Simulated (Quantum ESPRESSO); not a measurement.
CuAu3 under changes of volume

One of the cells (15.761 Å³/atom); the others are scaled copies at fixed shape and fractional positions:

```
Au Cu
1.0
     3.98000    0.00000    0.00000
     0.00000    3.98000    0.00000
     0.00000    0.00000    3.98000
Au Cu
3 1
Direct
  0.50000 0.50000 0.00000
  0.50000 0.00000 0.50000
  0.00000 0.50000 0.50000
  0.00000 0.00000 0.00000
```

```yaml
Program: Quantum ESPRESSO 7.5
Functional: LDA
Potentials_or_basis: GBRV 1.5 LDA
Cutoff: 762 eV
Density_cutoff: 6095 eV
k_mesh: 7 × 7 × 7
Occupations: fermi-dirac, width 0.05 eV
Spin: no spin polarisation
```

| volume (Å³/atom) | energy over the lowest point (meV/atom) | pressure (GPa) |
| --- | --- | --- |
| 14.816 | 6.90 | 5.7 |
| 15.131 | 0.00 | 1.2 |
| 15.446 | ? | ? |
| 15.761 | 10.17 | -6.2 |
| 16.076 | 25.21 | -9.2 |
| 16.392 | 45.78 | -11.8 |
| 16.707 | 71.10 | -14.0 |

What does the run at 15.446 Å³/atom give?

Energy over the lowest point 1.41 meV/atom; pressure -2.7 GPa.

Worked out: A Birch-Murnaghan fit of order 3 (a polynomial in V^(-2/3)) to the other rows has its minimum at 15.23 Å³/atom with B0 = V·E''(V) = 196 GPa and B' = 5.7. It gives 1.45 meV/atom at 15.446 Å³/atom, against the run's 1.41, and -dE/dV = -2.7 GPa, against -2.7.

Energies are extrapolated to zero smearing.
